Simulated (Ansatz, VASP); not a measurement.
## Two plane-wave programs on TePb

```
Pb Te
1.0
     0.00000    3.31685    3.31685
     3.31685    0.00000    3.31685
     3.31685    3.31685    0.00000
Pb Te
1 1
Cartesian
  0.0000 0.0000 0.0000
  3.3169 3.3169 3.3169
```

Change from the starting cell: hydrostatic strain +1.5%.

Alike in both runs: task single point; functional r2SCAN; k mesh 8 × 8 × 8; no spin polarisation.

|  | VASP | Ansatz |
| --- | --- | --- |
| version | VASP 6.6.1 | Ansatz 0.2.0 |
| potentials or method | VASP PAW PBE potentials, release 64 (Pb_d, Te) | plane waves, PAW |
| plane-wave cutoff (eV) | 520 | 500 |
| occupations | gaussian, width 0.01 eV | fixed |
| valence electrons in the cell | 20 | 30 |

Ansatz gave:

| Item | Value |
| --- | --- |
| gap on the k mesh at the Fermi level (eV) | 1.17 |
| pressure (GPa) | -1.7 |

Problem. What did VASP give for the same quantities?

Solution. gap on the k mesh at the Fermi level (eV): 1.18; pressure (GPa): -1.7.

The two sets of potentials don't hold the same shells in valence.

Caveats: the PAW data sets were made with another functional, which shifts forces and pressure a little (VASP); spin-orbit coupling is left out, which as a rule narrows the gap of such compounds by several tenths of an eV. A k mesh can miss the band edges.
